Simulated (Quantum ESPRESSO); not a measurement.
PtSe2 (Sudovikovite), 3 atoms in the cell. The structure is trigonal, space group P-3m1 (No. 164). The conventional cell has a = 3.724 Å, b = 3.724 Å, c = 5.062 Å, α = 90.00°, β = 90.00°, γ = 120.00°. Around Pt (site symmetry -3m) lie 6 Se at 2.49 Å. Se (site symmetry 3m) has 3 Pt at 2.49 Å as nearest neighbours. 

| Item | Value |
| --- | --- |
| Program | Quantum ESPRESSO 7.5 |
| Task | relaxation of cell and atoms |
| Functional | PBEsol |
| Dispersion | rVV10 |
| Potentials or basis | GBRV 1.5 PBEsol |
| Cutoff | 612 eV |
| Density cutoff | 4898 eV |
| k mesh | 8 × 8 × 5 |
| Occupations | fermi-dirac, width 0.05 eV |
| Spin | no spin polarisation |
| ASE optimiser | LBFGS |
| rVV10 parameter b | 6.3 |
| Mixing beta | 0.5 |
| Most SCF iterations | 120 |
| SCF threshold | 6e-10 Ry |

Potentials or basis: GBRV 1.5 PBEsol.

Launch:

```bash
$ OMP_NUM_THREADS=1 python run.py
```

Hardware: 2 MPI ranks on Arm Neoverse V1, on a shared host.

Estimate the wall time of this run.

Wall time 4.2 min on 2 MPI ranks on Arm Neoverse V1, on a shared host, peak memory 0.34 GiB a rank. Counts: scf iterations 10, k pools 2, bands 21, ion steps 10, k points 40, g dense 43697.
